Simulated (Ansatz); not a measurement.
Structure types of Cd were relaxed at one common pressure (all-electron LAPW in Ansatz 0.2.0 under PBE, scalar-relativistic, no spin polarisation, zero temperature). They take these volumes:

```csv
type,space group,V (Å³/atom)
fcc,Fm-3m,15.59
bcc,Im-3m,15.68
hcp,P6_3/mmc,15.50
simple hexagonal,P6/mmm,16.52
diamond,Fd-3m,20.72
beta tin,I4_1/amd,16.69
```

**Question.** At about which pressure, and is the densest type also the lowest in enthalpy?

**Answer.** 48 GPa. The densest is hcp, and it is also the lowest in enthalpy among these.
